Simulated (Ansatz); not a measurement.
**V, hcp: how the functional moves the structure**

All rows: Ansatz, plane waves with scalar-relativistic PAW, 420 eV (500 eV for the SCAN forms), relaxed under each functional, no dispersion correction, no zero-point motion. B₀ comes from uniform scaling at fixed shape; a dash is a value not given.

```json
{"functional": "PBE", "V (Å³/atom)": "13.84", "cell": "a = 2.612 Å, c = 4.684 Å (c/a = 1.794)", "B₀ (GPa)": "174", "magnetic state": "non-magnetic", "ΔE to bcc (meV/atom)": "255"}
{"functional": "r²SCAN", "V (Å³/atom)": "13.63", "cell": "a = 2.599 Å, c = 4.662 Å (c/a = 1.794)", "B₀ (GPa)": "-", "magnetic state": "non-magnetic", "ΔE to bcc (meV/atom)": "271"}
{"functional": "PBEsol", "V (Å³/atom)": "13.34", "cell": "a = 2.576 Å, c = 4.641 Å (c/a = 1.801)", "B₀ (GPa)": "187", "magnetic state": "spin not included", "ΔE to bcc (meV/atom)": "271"}
{"functional": "LDA", "V (Å³/atom)": "12.90", "cell": "a = 2.538 Å, c = 4.625 Å (c/a = 1.822)", "B₀ (GPa)": "199", "magnetic state": "spin not included", "ΔE to bcc (meV/atom)": "279"}
{"functional": "revPBE", "V (Å³/atom)": "14.11", "cell": "a = 2.632 Å, c = 4.705 Å (c/a = 1.788)", "B₀ (GPa)": "166", "magnetic state": "spin not included", "ΔE to bcc (meV/atom)": "249"}
{"functional": "RPBE", "V (Å³/atom)": "14.21", "cell": "a = 2.639 Å, c = 4.712 Å (c/a = 1.786)", "B₀ (GPa)": "163", "magnetic state": "spin not included", "ΔE to bcc (meV/atom)": "247"}
{"functional": "BLYP", "V (Å³/atom)": "14.29", "cell": "a = 2.624 Å, c = 4.790 Å (c/a = 1.825)", "B₀ (GPa)": "159", "magnetic state": "spin not included", "ΔE to bcc (meV/atom)": "228"}
```

LDA gives the smallest volume and BLYP the largest.
